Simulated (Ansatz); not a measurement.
**EuO (Fm-3m): magnetic orders compared**

The task here is to estimate one member of a computed series from the others.

Computed with Ansatz 0.2.0 (DFT PBE, scalar-relativistic, plane waves, PAW, unless a step's input says otherwise).

### The starting structure

The structure is cubic, space group Fm-3m (No. 225). Conventional cell: a = 5.061 Å, b = 5.061 Å, c = 5.061 Å, α = 90.00°, β = 90.00°, γ = 90.00°. Eu (site symmetry m-3m) is surrounded by 6 O at 2.53 Å. O (site symmetry m-3m) is surrounded by 6 Eu at 2.53 Å.

Structure file:

```cif
data_structure
_symmetry_space_group_name_H-M 'Fm-3m'
_symmetry_Int_Tables_number 225
_cell_length_a 5.0606
_cell_length_b 5.0606
_cell_length_c 5.0606
_cell_angle_alpha 90.000
_cell_angle_beta 90.000
_cell_angle_gamma 90.000
_cell_volume 129.60
loop_
_atom_site_label
_atom_site_type_symbol
_atom_site_symmetry_multiplicity
_atom_site_Wyckoff_symbol
_atom_site_fract_x
_atom_site_fract_y
_atom_site_fract_z
_atom_site_occupancy
Eu1 Eu 4 a 0.00000 0.00000 0.00000 1
O1 O 4 b 0.50000 0.00000 0.00000 1
```

This cell comes from an earlier session at PBE: 16.200 Å³/atom at 0.11 GPa, on a 12×12×12 mesh.

Set-up of the first run:

Contents of input.yaml:

```yaml
crystal:
  lattice:
    - [0.0, 2.5302957997, -2.5302957997]
    - [0.0, 2.5302957997, 2.5302957997]
    - [5.0605915994, 0.0, 0.0]
  atoms:
    - { symbol: Eu, position: [0.0, 0.0, 0.0], spin: 7.0 }
    - { symbol: O, position: [0.0, 1.0, 0.5] }
    - { symbol: Eu, position: [0.5, 0.5, 0.5], spin: 7.0 }
    - { symbol: O, position: [0.5, 1.5, 1.0] }
basis:
  ecutwfc: 420
  ecutrho_ratio: 4
kpoints:
  mp_grid: { grid: [8, 8, 6] }
hamiltonian:
  xc: pbe
scf:
  occupations: { method: gaussian, width: 0.05 }
  lower_state_search: "off"
output:
  forces: true
  stress: true
  eigenvalues: true
  populations: true
magnetization:
  spin_polarized: true
```

On the command line:

```sh
> ansatz run input.yaml --threads 2 --pin off --max-ram 5120MiB --backend cpu --events-out ev --progress --plain --runs-dir out
```

Steps of the session up to this table: Ferromagnetic, larger cell; Antiferromagnetic, propagation vector (1, 0, 0); Antiferromagnetic, propagation vector (1/2, 1/2, -1/2); No spin polarisation.

One of the session's tables, all rows but one given; the rest of the session is left out.

It belongs to the step «The orders side by side». 

```
                                                 order  above the lowest (meV/atom)  largest moment (μB)  pressure (GPa)
                                         ferromagnetic                          0.0                 6.58             0.1
       antiferromagnetic, propagation vector (1, 0, 0)                         18.5                 6.52            -0.4
antiferromagnetic, propagation vector (1/2, 1/2, -1/2)                            ?                    ?               ?
                                  no spin polarisation                       3408.4                 0.00           -13.4
```

Estimate the missing values for antiferromagnetic, propagation vector (1/2, 1/2, -1/2).

The run gave: above the lowest (meV/atom): 23.7; largest moment (μB): 6.52; pressure (GPa): -0.2. In the column «above the lowest (meV/atom)» it lies between antiferromagnetic, propagation vector (1, 0, 0) (18.5) and no spin polarisation (3408.4).

The first row is the run of the earlier session that started with parallel moments (-4668.5147 eV/atom).

Caveats from the session: Only these orders were tried, at zero temperature; the one found in experiment may not be among them. No U or exact exchange acts on the open f shell of Eu, so the metal found here may be the functional's error. Warnings in the runs' records: given moment on shells.
